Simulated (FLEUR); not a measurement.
# PtSe2 (Sudovikovite) (P-3m1) in FLEUR: further runs

The runs below take PtSe2 (Sudovikovite) through band structure, equation of state, with LDA (Moruzzi-Janak-Williams).

Program: FLEUR MaX-R8.1 (later development tree). These are calculated values, not measurements. Logs are shortened: lines on timing, memory, paths and dates and some standing lists are left out, and cuts for length are marked.

## 1. The structure

The structure is trigonal, space group P-3m1 (No. 164). Conventional cell: a = 3.724 Å, b = 3.724 Å, c = 5.062 Å, α = 90.00°, β = 90.00°, γ = 120.00°. Pt (site symmetry -3m) has 6 Se at 2.49 Å as nearest neighbours. Se (site symmetry 3m) has 3 Pt at 2.49 Å as nearest neighbours.

## 2. Band structure, LDA (Moruzzi-Janak-Williams)

File inp.xml:

```xml
<?xml version="1.0" encoding="UTF-8" standalone="no"?>
<fleurInput fleurInputVersion="0.39">
   <comment>
      PtSe2                                                                                               
   </comment>
   <calculationSetup>
      <cutoffs Kmax="5.16" Gmax="16.0" GmaxXC="16.0" numbands="0"/>
      <scfLoop itmax="60" minDistance="0.00001" maxIterBroyd="15" imix="Anderson" alpha="0.05" precondParam="0.0" spinf="2.0" sdNocoIR="T"/>
      <coreElectrons ctail="T" frcor="F" kcrel="0" coretail_lmax="0"/>
      <xcFunctional name="mjw" relativisticCorrections="F"/>
      <magnetism jspins="1"/>
      <soc l_soc="F" theta="0.0" phi="0.0" spav="F"/>
      <expertModes spex="0" secvar="F"/>
      <geometryOptimization l_f="F" forcealpha="1.0" forcemix="BFGS" epsdisp="0.00001" epsforce="0.00001"/>
      <ldaU l_linMix="F" mixParam="0.05" spinf="1.0"/>
   </calculationSetup>
   <cell>
      <bzIntegration valenceElectrons="50.0" mode="hist" fermiSmearingEnergy="0.00183747">
         <kPointListSelection listName="default-1"/>
         <!-- k-points included here -->
         <xi:include xmlns:xi="http://www.w3.org/2001/XInclude" href="kpts.xml"> </xi:include>
      </bzIntegration>
      <!-- symmetry operations included here -->
      <xi:include xmlns:xi="http://www.w3.org/2001/XInclude" href="sym.xml"> </xi:include>
      <bulkLattice scale="1.0">
         <bravaisMatrix>
[... 32 lines left out ...]
         </electronConfig>
         <energyParameters s="4" p="4" d="4" f="4"/>
         <lo type="SCLO" l="2" n="3" eDeriv="0"/>
         <lo type="SCLO" l="0" n="4" eDeriv="2"/>
         <lo type="SCLO" l="1" n="4" eDeriv="2"/>
         <lo type="SCLO" l="3" n="4" eDeriv="2"/>
      </species>
   </atomSpecies>
   <atomGroups>
      <atomGroup species="Platinum (Pt)">
         <relPos label="                   1">.0000000000 .0000000000 .0000000000</relPos>
         <force calculate="T" relaxXYZ="TTT"/>
      </atomGroup>
      <atomGroup species="Selenium (Se)">
         <relPos label="                   2">-1.000/3.000 1.000/3.000 -1.000/4.000</relPos>
         <relPos label="                   3">1.000/3.000 -1.000/3.000 1.000/4.000</relPos>
         <force calculate="T" relaxXYZ="TTT"/>
      </atomGroup>
   </atomGroups>
   <output dos="F" band="F" slice="F">
      <checks vchk="F" cdinf="F"/>
      <bandDOS minEnergy="-.5*Htr" maxEnergy="0.5*Htr" sigma="0.015" storeEVData="T"/>
      <vacuumDOS vacdos="F" integ="F" star="F" nstars="0" locx1="0.0" locy1="0.0" locx2="0.0" locy2="0.0" nstm="0" tworkf="0.0"/>
      <unfoldingBand unfoldBand="F" supercellX="1" supercellY="1" supercellZ="1"/>
      <plotting iplot="0" polar="F">
         <plot TwoD="T" vec1="  1.0  0.0  0.0" vec2="  0.0  1.0  0.0" vec3="  0.0  0.0  1.0" zero="  0.0  0.0  0.0" file="plot"/>
      </plotting>
      <chargeDensitySlicing numkpt="0" minEigenval="0.0" maxEigenval="0.0" nnne="0" pallst="F"/>
      <specialOutput eonly="F"/>
      <moessbauerParams electricFieldGradient="T" isomerShift="T" coreHyperfine="T" valenceHyperfine="T"/>
      <magneticCircularDichroism mcd="F" energyLo="-10.0" energyUp="0.0"/>
   </output>
  <!-- We include the file relax.xml here to enable relaxations (see documentation) -->
  <xi:include xmlns:xi="http://www.w3.org/2001/XInclude" href="relax.xml"> <xi:fallback/> </xi:include>
</fleurInput>
```

File crystal.txt:

```
PtSe2
&input cartesian=F /
3.7240000000  0.0000000000  0.0000000000
-1.8620000000  3.2250786037  0.0000000000
0.0000000000  0.0000000000  5.0620000000
1.8897261246
1.0 1.0 1.0

3
78 0.0000000000  0.0000000000  0.0000000000
34 0.6666666667  0.3333333333  0.7500000000
34 0.3333333333  0.6666666667  0.2500000000

&kpt div1=8 div2=8 div3=5 gamma=T /
```

File inp.xml (bands):

```
<?xml version="1.0" encoding="UTF-8" standalone="no"?>
<fleurInput fleurInputVersion="0.39">
   <comment>
      PtSe2                                                                                               
   </comment>
   <calculationSetup>
      <cutoffs Kmax="5.16" Gmax="16.0" GmaxXC="16.0" numbands="0"/>
      <scfLoop itmax="60" minDistance="0.00001" maxIterBroyd="15" imix="Anderson" alpha="0.05" precondParam="0.0" spinf="2.0" sdNocoIR="T"/>
      <coreElectrons ctail="T" frcor="F" kcrel="0" coretail_lmax="0"/>
      <xcFunctional name="mjw" relativisticCorrections="F"/>
      <magnetism jspins="1"/>
      <soc l_soc="F" theta="0.0" phi="0.0" spav="F"/>
      <expertModes spex="0" secvar="F"/>
      <geometryOptimization l_f="F" forcealpha="1.0" forcemix="BFGS" epsdisp="0.00001" epsforce="0.00001"/>
      <ldaU l_linMix="F" mixParam="0.05" spinf="1.0"/>
   </calculationSetup>
   <cell>
      <bzIntegration valenceElectrons="50.0" mode="hist" fermiSmearingEnergy="0.00183747">
         <kPointListSelection listName="path-1"/>
         <!-- k-points included here -->
         <xi:include xmlns:xi="http://www.w3.org/2001/XInclude" href="kpts.xml"> </xi:include>
      </bzIntegration>
      <!-- symmetry operations included here -->
      <xi:include xmlns:xi="http://www.w3.org/2001/XInclude" href="sym.xml"> </xi:include>
      <bulkLattice scale="1.0">
[... 33 lines left out ...]
         </electronConfig>
         <energyParameters s="4" p="4" d="4" f="4"/>
         <lo type="SCLO" l="2" n="3" eDeriv="0"/>
         <lo type="SCLO" l="0" n="4" eDeriv="2"/>
         <lo type="SCLO" l="1" n="4" eDeriv="2"/>
         <lo type="SCLO" l="3" n="4" eDeriv="2"/>
      </species>
   </atomSpecies>
   <atomGroups>
      <atomGroup species="Platinum (Pt)">
         <relPos label="                   1">.0000000000 .0000000000 .0000000000</relPos>
         <force calculate="T" relaxXYZ="TTT"/>
      </atomGroup>
      <atomGroup species="Selenium (Se)">
         <relPos label="                   2">-1.000/3.000 1.000/3.000 -1.000/4.000</relPos>
         <relPos label="                   3">1.000/3.000 -1.000/3.000 1.000/4.000</relPos>
         <force calculate="T" relaxXYZ="TTT"/>
      </atomGroup>
   </atomGroups>
   <output dos="F" band="T" slice="F">
      <checks vchk="F" cdinf="F"/>
      <bandDOS minEnergy="-.5*Htr" maxEnergy="0.5*Htr" sigma="0.015" storeEVData="T"/>
      <vacuumDOS vacdos="F" integ="F" star="F" nstars="0" locx1="0.0" locy1="0.0" locx2="0.0" locy2="0.0" nstm="0" tworkf="0.0"/>
      <unfoldingBand unfoldBand="F" supercellX="1" supercellY="1" supercellZ="1"/>
      <plotting iplot="0" polar="F">
         <plot TwoD="T" vec1="  1.0  0.0  0.0" vec2="  0.0  1.0  0.0" vec3="  0.0  0.0  1.0" zero="  0.0  0.0  0.0" file="plot"/>
      </plotting>
      <chargeDensitySlicing numkpt="0" minEigenval="0.0" maxEigenval="0.0" nnne="0" pallst="F"/>
      <specialOutput eonly="F"/>
      <moessbauerParams electricFieldGradient="T" isomerShift="T" coreHyperfine="T" valenceHyperfine="T"/>
      <magneticCircularDichroism mcd="F" energyLo="-10.0" energyUp="0.0"/>
   </output>
  <!-- We include the file relax.xml here to enable relaxations (see documentation) -->
  <xi:include xmlns:xi="http://www.w3.org/2001/XInclude" href="relax.xml"> <xi:fallback/> </xi:include>
</fleurInput>
```

Potentials or basis: all-electron, FLAPW.

The run is started by

```
inpgen -f crystal.txt -profile fastHighL
# inp.xml edited to the form shown
fleur_MPI
fleur_MPI   # second run, on inp.xml (bands)
```

The program printed:

```text
Welcome to FLEUR        (www.flapw.de)
      MaX-Release 8.1          (www.max-centre.eu)

 ========== k-point set info ==========
 Selected k-point list: default-1
 k-point list type: mesh
 8 x 8 x 5
 Number of k points: 40

 ------------Calculation Setup---------------------------
 Number of MPI-tasks      :            1
 Number of PE/node        :            1
 Number of OMP-threads    :            1
 Most efficient MPI parallelization for:
           1           2           4           5           8          10          20          40
 Additional eigenvalue parallelization possible
 Number of basis functions:         1064
 Approximate size of matrices (H+S) per k-point:         0.017 GB
 --------------------------------------------------------
 Iteration:     1   Distance:      14.46840717 me/bohr^3
 Iteration:     2   Distance:      12.25794716 me/bohr^3
 Iteration:     3   Distance:       6.23202645 me/bohr^3
 Iteration:     4   Distance:       3.24431295 me/bohr^3
 Iteration:     5   Distance:       1.68672033 me/bohr^3
 Iteration:     6   Distance:       0.50884201 me/bohr^3
 Iteration:     7   Distance:       0.43096050 me/bohr^3
 Iteration:     8   Distance:       0.08114942 me/bohr^3
 Iteration:     9   Distance:       0.04235913 me/bohr^3
 Iteration:    10   Distance:       0.01413647 me/bohr^3
 Iteration:    11   Distance:       0.00239073 me/bohr^3
 Iteration:    12   Distance:       0.00245224 me/bohr^3
 Iteration:    13   Distance:       0.00054257 me/bohr^3
 Iteration:    14   Distance:       0.00008113 me/bohr^3
 Iteration:    15   Distance:       0.00008559 me/bohr^3
 Iteration:    16   Distance:       0.00007267 me/bohr^3
 Iteration:    17   Distance:       0.00004551 me/bohr^3
 Iteration:    18   Distance:       0.00001778 me/bohr^3
 Iteration:    19   Distance:       0.00000454 me/bohr^3

 ********************************************************************
 Run finished successfully
 Stop message:
   all done
 ********************************************************************
```

Run time: 6 min. Hardware: 1 thread of Arm Neoverse V1, shared host; peak memory 0.11 GiB.

What came out:

- Free energy: -633756.4350 eV
- Band gap along the path: none (metal or under the smearing width)
- Valence electrons inside the program's atomic spheres: Pt 16.48; Se 12.85 (radii Pt 2.46, Se 1.9 bohr)

Levels at the corners of the path, in eV from the Fermi level:
```tsv
point	band 23	band 24	band 25	band 26	band 27	band 28
Γ	-1.08	-1.08	0.38	1.44	1.44	3.48
M	-3.51	-3.43	-3.01	0.61	2.33	4.71
K	-2.71	-1.84	-1.84	-0.04	-0.04	3.97
Γ	-1.08	-1.08	0.38	1.44	1.44	3.48
A	-1.75	-1.52	-1.52	2.29	2.29	4.70
L	-3.24	-2.87	-1.40	0.96	1.46	4.47
H	-3.68	-2.52	-2.52	1.97	1.97	6.46
A	-1.75	-1.52	-1.52	2.29	2.29	4.70
L	-3.24	-2.87	-1.40	0.96	1.46	4.47
M	-3.51	-3.43	-3.01	0.61	2.33	4.71
K	-2.71	-1.84	-1.84	-0.04	-0.04	3.97
H	-3.68	-2.52	-2.52	1.97	1.97	6.46
```

Core levels (eV from the Fermi level):
| atom | levels |
| --- | --- |
| 1 Pt | 1s1/2 -78249.5, 2s1/2 -13735.4, 2p1/2 -13167.1, 2p3/2 -11439.8, 3s1/2 -3224.1, 3p1/2 -2968.7, 3p3/2 -2589.1, 4s1/2 -690.5, 3d3/2 -2162.9, 3d5/2 -2081.1, 4p1/2 -582.2, 4p3/2 -491.5, 4d3/2 -314.0, 4d5/2 -297.2, 4f5/2 -70.1, 4f7/2 -66.7 |
| 2 Se | 1s1/2 -12474.5, 2s1/2 -1599.1, 2p1/2 -1435.5, 2p3/2 -1393.8, 3s1/2 -207.8, 3p1/2 -151.8, 3p3/2 -145.9 |
| 3 Se | 1s1/2 -12474.5, 2s1/2 -1599.1, 2p1/2 -1435.5, 2p3/2 -1393.8, 3s1/2 -207.8, 3p1/2 -151.8, 3p3/2 -145.9 |

Caveat: spin-orbit coupling is left out, which moves the levels of the heavy elements.

## 3. Equation of state, LDA (Moruzzi-Janak-Williams), 19.05 Å³/atom (volume scaled by 0.94)

Changes to inp.xml since step 2:

```diff
@@ -6,3 +6,3 @@
    <calculationSetup>
-      <cutoffs Kmax="5.16" Gmax="16.0" GmaxXC="16.0" numbands="0"/>
+      <cutoffs Kmax="5.3" Gmax="16.4" GmaxXC="16.4" numbands="0"/>
       <scfLoop itmax="60" minDistance="0.00001" maxIterBroyd="15" imix="Anderson" alpha="0.05" precondParam="0.0" spinf="2.0" sdNocoIR="T"/>
@@ -24,3 +24,3 @@
       <xi:include xmlns:xi="http://www.w3.org/2001/XInclude" href="sym.xml"> </xi:include>
-      <bulkLattice scale="1.0">
+      <bulkLattice scale="0.9795861087">
          <bravaisMatrix>
@@ -34,3 +34,3 @@
       <species name="Platinum (Pt)" element="Pt" atomicNumber="78">
-         <mtSphere radius="2.46" gridPoints="813" logIncrement="0.016"/>
+         <mtSphere radius="2.39" gridPoints="813" logIncrement="0.016"/>
          <atomicCutoffs lmax="10" lnonsphr="8"/>
@@ -51,3 +51,3 @@
       <species name="Selenium (Se)" element="Se" atomicNumber="34">
-         <mtSphere radius="1.9" gridPoints="629" logIncrement="0.019"/>
+         <mtSphere radius="1.85" gridPoints="629" logIncrement="0.019"/>
          <atomicCutoffs lmax="8" lnonsphr="6"/>
```

Potentials or basis: all-electron, FLAPW.

The run is started by

```
inpgen -f crystal.txt -profile fastHighL
# inp.xml edited to the form shown
fleur_MPI
```

Run time: 5.9 min. Hardware: 1 thread of Arm Neoverse V1, shared host; peak memory 0.11 GiB.

Results (log left out):

```
Free energy                                           : -633756.3312 eV
Band gap on the k mesh                                : none (metal or under the smearing width)
Valence electrons inside the program's atomic spheres : Pt 16.30; Se 12.70 (radii Pt 2.39, Se 1.85 bohr)
```

## 4. Equation of state, LDA (Moruzzi-Janak-Williams), 19.45 Å³/atom (volume scaled by 0.96)

Changes to inp.xml since step 3:

```diff
@@ -24,3 +24,3 @@
       <xi:include xmlns:xi="http://www.w3.org/2001/XInclude" href="sym.xml"> </xi:include>
-      <bulkLattice scale="0.9795861087">
+      <bulkLattice scale="0.9864848297">
          <bravaisMatrix>
```

The run is started by

```
inpgen -f crystal.txt -profile fastHighL
# inp.xml edited to the form shown
fleur_MPI
```

It took 6.1 min on 1 thread of Arm Neoverse V1, shared host; peak memory 0.12 GiB.

The run converged. Its results:

* Free energy: -633756.3892 eV
* Band gap on the k mesh: none (metal or under the smearing width)
* Valence electrons inside the program's atomic spheres: Pt 16.27; Se 12.69 (radii Pt 2.39, Se 1.85 bohr)

## 5. Equation of state, LDA (Moruzzi-Janak-Williams), 20.27 Å³/atom

Changes to inp.xml since step 4:

```diff
@@ -24,3 +24,3 @@
       <xi:include xmlns:xi="http://www.w3.org/2001/XInclude" href="sym.xml"> </xi:include>
-      <bulkLattice scale="0.9864848297">
+      <bulkLattice scale="1.0000000000">
          <bravaisMatrix>
```

The run is started by

```
inpgen -f crystal.txt -profile fastHighL
# inp.xml edited to the form shown
fleur_MPI
```

Wall time 6.5 min (1 thread of Arm Neoverse V1, shared host); peak memory 0.12 GiB.

The run converged. Its results:

```yaml
Free_energy: -633756.4309 eV
Band_gap_on_the_k_mesh: none (metal or under the smearing width)
Valence_electrons_inside_the_program's_atomic_spheres: Pt 16.20; Se 12.67 (radii Pt 2.39, Se 1.85 bohr)
```

## 6. Equation of state, LDA (Moruzzi-Janak-Williams), 21.08 Å³/atom (volume scaled by 1.04)

Changes to inp.xml since step 5:

```diff
@@ -24,3 +24,3 @@
       <xi:include xmlns:xi="http://www.w3.org/2001/XInclude" href="sym.xml"> </xi:include>
-      <bulkLattice scale="1.0000000000">
+      <bulkLattice scale="1.0131594038">
          <bravaisMatrix>
```

Potentials or basis: all-electron, FLAPW.

The run is started by

```
inpgen -f crystal.txt -profile fastHighL
# inp.xml edited to the form shown
fleur_MPI
```

Wall time 7.2 min (1 thread of Arm Neoverse V1, shared host); peak memory 0.12 GiB.

It converged, with:

```
Free energy                                           : -633756.3908 eV
Band gap on the k mesh                                : none (metal or under the smearing width)
Valence electrons inside the program's atomic spheres : Pt 16.14; Se 12.66 (radii Pt 2.39, Se 1.85 bohr)
```

## 7. Equation of state, LDA (Moruzzi-Janak-Williams), 21.48 Å³/atom (volume scaled by 1.06)

Changes to inp.xml since step 6:

```diff
@@ -24,3 +24,3 @@
       <xi:include xmlns:xi="http://www.w3.org/2001/XInclude" href="sym.xml"> </xi:include>
-      <bulkLattice scale="1.0131594038">
+      <bulkLattice scale="1.0196128224">
          <bravaisMatrix>
```

The run is started by

```
inpgen -f crystal.txt -profile fastHighL
# inp.xml edited to the form shown
fleur_MPI
```

Run time: 7.5 min. Hardware: 1 thread of Arm Neoverse V1, shared host; peak memory 0.13 GiB.

It converged, with:

```yaml
Free_energy: -633756.3458 eV
Band_gap_on_the_k_mesh: none (metal or under the smearing width)
Valence_electrons_inside_the_program's_atomic_spheres: Pt 16.11; Se 12.65 (radii Pt 2.39, Se 1.85 bohr)
```

## 8. Equation of state, LDA (Moruzzi-Janak-Williams)

No new run: the results of the series are fitted here.

Results:

```
Equilibrium volume                        : 20.24 Å³/atom
Bulk modulus at fixed shape and positions : 135 GPa
Pressure derivative of the bulk modulus   : 4.9 (rough: it moves with the points fitted)
```

Energy against volume, from the lowest point:
```
volume (Å³/atom)  energy (meV/atom)
          19.049              33.24
          19.455              13.91
          20.265               0.00
          21.076              13.36
          21.481              28.37
```

Caveat: the cell was scaled at fixed shape and fractional positions, which overstates the stiffness of a crystal with free parameters, most of all of layers and chains. The run has no spin-orbit coupling, so splittings on Pt are missing.
